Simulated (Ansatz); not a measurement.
## Migration: H started in the widest void in zincblende HgS, 65 atoms, charge −1

Level of theory: DFT, PBEsol, PAW, plane waves in Ansatz 0.2.0.

Command:

```sh
ansatz run in.yaml --threads 8 --pin off --max-ram 118750MiB --runs-dir r --events-out ev --progress --plain --backend cuda --devices 0, --max-vram 170GiB
```

The input less its lattice and atoms:

```yaml
crystal:
  symmetry: { detect: false }
kpoints:
  mp_grid: { grid: [1, 1, 1], shift: [0.25, 0.25, 0.25] }
hamiltonian:
  xc: pbesol
total_charge: -1
scf:
  occupations: { method: fermi_dirac, width: 0.01 }
neb:
  images: 5
  f_tol: 0.06
  max_iterations: 90
  relax_end_points: true
```

First end, relaxed:

```
Hg S H
1.0
    11.75409    0.00000    0.00000
     0.00000   11.75409    0.00000
     0.00000    0.00000   11.75409
Hg S H
32 32 1
Direct
  0.99945 0.99992 0.99982
  0.99512 0.99553 0.50204
  0.99507 0.50223 0.99551
  0.00088 0.50084 0.50063
  0.50209 0.99557 0.99555
  0.50036 0.00121 0.50033
  0.50028 0.50046 0.00106
  0.48962 0.49076 0.49094
  0.25102 0.25127 0.00305
  0.25438 0.25481 0.50381
  0.24678 0.75179 0.00418
  0.24709 0.75689 0.50172
  0.75145 0.24754 0.00429
  0.75614 0.24772 0.50169
  0.74922 0.74955 0.99916
  0.74361 0.74409 0.49749
  0.25107 0.00329 0.25126
  0.24686 0.00411 0.75157
  0.25436 0.50382 0.25461
  0.24686 0.50193 0.75700
  0.75146 0.00428 0.24758
  0.74924 0.99910 0.74949
  0.75610 0.50186 0.24756
  0.74372 0.49743 0.74421
  0.00287 0.25169 0.25158
  0.00350 0.24759 0.75157
  0.00355 0.75179 0.24759
  0.99855 0.74946 0.74936
  0.50313 0.25472 0.25459
  0.50171 0.24691 0.75692
  0.50160 0.75696 0.24699
  0.49654 0.74462 0.74459
  0.12345 0.12411 0.12404
  0.12195 0.12260 0.62167
  0.12190 0.62179 0.12258
  0.12554 0.62556 0.62544
  0.62139 0.12258 0.12259
  0.62517 0.12567 0.62532
  0.62506 0.62542 0.12557
  0.61168 0.61259 0.61265
  0.37498 0.37550 0.12604
  0.36713 0.36732 0.64426
  0.37270 0.87832 0.12227
  0.37363 0.87803 0.62631
  0.87774 0.37331 0.12266
  0.87734 0.37421 0.62630
  0.87311 0.87364 0.12293
  0.86853 0.86898 0.62301
  0.37505 0.12623 0.37548
  0.37271 0.12219 0.87826
  0.36732 0.64391 0.36732
  0.37353 0.62650 0.87800
  0.87777 0.12272 0.37324
  0.87309 0.12300 0.87354
  0.87729 0.62646 0.37407
  0.86853 0.62315 0.86894
  0.12591 0.37569 0.37559
  0.12186 0.37312 0.87826
  0.12205 0.87829 0.37310
  0.12237 0.87354 0.87346
  0.64265 0.36793 0.36777
  0.62616 0.37390 0.87779
  0.62618 0.87778 0.37387
  0.62290 0.86901 0.86897
  0.40514 0.40675 0.40731
```

The last end differs by the jump below and was relaxed too.

Atom 65 (H) jumps. The converged band:

```tsv
image	path length (Å)	energy (eV)	x of the mover (Å)	y (Å)	z (Å)
0	0.00	0.000	4.762	4.781	4.788
1	0.73	0.058	5.061	5.057	4.489
2	1.45	0.197	5.435	5.425	4.143
3	2.18	0.354	5.852	5.854	3.886
4	2.91	0.253	6.282	6.267	4.169
5	3.65	0.199	6.642	6.643	4.458
6	4.38	0.174	6.979	6.989	4.690
```

Highest image (3):

```
Hg S H
1.0
    11.75409    0.00000    0.00000
     0.00000   11.75409    0.00000
     0.00000    0.00000   11.75409
Hg S H
32 32 1
Direct
  0.99912 0.99966 0.00185
  0.99768 0.99817 0.50467
  0.99944 0.49923 0.99301
  0.99905 0.49943 0.49723
  0.49863 0.00001 0.99299
  0.49887 0.99963 0.49725
  0.49955 0.50012 0.00202
  0.49555 0.49620 0.47416
  0.25029 0.25082 0.00387
  0.24997 0.25051 0.50156
  0.24712 0.75024 0.00432
  0.23234 0.76208 0.51403
  0.74970 0.24764 0.00429
  0.76162 0.23280 0.51392
  0.74480 0.74534 0.00646
  0.74441 0.74495 0.50256
  0.25110 0.99903 0.24958
  0.24995 0.00354 0.75497
  0.25463 0.50533 0.25387
  0.25545 0.50206 0.74584
  0.74973 0.00271 0.24847
  0.74959 0.99421 0.75665
  0.75038 0.49511 0.25395
  0.74452 0.49888 0.74524
  0.99853 0.25164 0.24952
  0.00302 0.25048 0.75496
  0.00224 0.75028 0.24848
  0.99368 0.75017 0.75666
  0.50486 0.25515 0.25384
  0.50154 0.25604 0.74579
  0.49460 0.75090 0.25398
  0.49841 0.74504 0.74526
  0.12397 0.12448 0.12414
  0.12402 0.12454 0.62516
  0.12038 0.62221 0.12098
  0.11770 0.62354 0.62959
  0.62170 0.12089 0.12096
  0.62303 0.11827 0.62958
  0.62119 0.62173 0.13247
  0.61451 0.61505 0.61688
  0.37398 0.37450 0.12849
  0.37933 0.37991 0.61725
  0.37417 0.87754 0.12020
  0.37269 0.87775 0.62731
  0.87701 0.37470 0.12018
  0.87722 0.37320 0.62728
  0.87234 0.87285 0.12286
  0.87071 0.87125 0.62471
  0.37438 0.12574 0.37333
  0.37540 0.13065 0.87264
  0.34573 0.65473 0.37071
  0.37367 0.62470 0.87650
  0.88014 0.11902 0.37196
  0.87399 0.12366 0.87405
  0.87385 0.62529 0.37367
  0.86675 0.62228 0.87410
  0.12518 0.37491 0.37333
  0.13009 0.37593 0.87268
  0.11855 0.88060 0.37201
  0.12314 0.87451 0.87407
  0.65427 0.34621 0.37065
  0.62415 0.37423 0.87652
  0.62474 0.87440 0.37369
  0.62174 0.86732 0.87413
  0.49785 0.49801 0.33057
```

Q: What are the barriers forward and back?

A: 0.354 eV forward and 0.180 eV back, at the single k point (¼, ¼, ¼) without its symmetry partners and without charge corrections. The two differ because the ends are different sites or relaxed into different distortions; from the lower end the barrier is the larger one. The one k point singles out an axis, so the ends can be distorted along it and jumps that symmetry makes equal can differ. The highest image climbed; that it is a first-order saddle isn't proved.

Time: 40 s of wall time on one NVIDIA GB200 with 8 processor threads, on a host shared with other runs; peak host memory 3.1 GiB.
